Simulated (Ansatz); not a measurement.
**Moving the share of exact exchange in Te**

The structure is trigonal, space group P3_121 (No. 152). Conventional cell: a = 4.454 Å, b = 4.454 Å, c = 5.924 Å, α = 90.00°, β = 90.00°, γ = 120.00°. Around Te (site symmetry 2) lie 2 Te at 2.86 Å.

Kept alike: task single point; k mesh 4 × 4 × 3; occupations fermi-dirac, width 0.05 eV; no spin polarisation. Program: Ansatz, Ansatz PAW, cutoff 420 eV. The mesh is that of the run's cell of 3 atoms. No spin-orbit coupling.

```csv
"share of exact exchange, α",pressure (GPa)
0,1.56
0.1,0.85
0.15,0.51
0.25,-0.17
0.35,-0.82
0.5,-1.75
```

The k mesh is coarse, so the values aren't converged. Pressure is positive in compression, with a Pulay correction for the finite cutoff. The exact exchange is short-ranged, of HSE form. All rows use potentials made for PBE. The mesh is thin for exact exchange.

The pressure falls from 1.56 to -1.75 GPa between 0 and 0.5. Exact exchange shortens the bonds here, so the pressure at fixed cell falls.
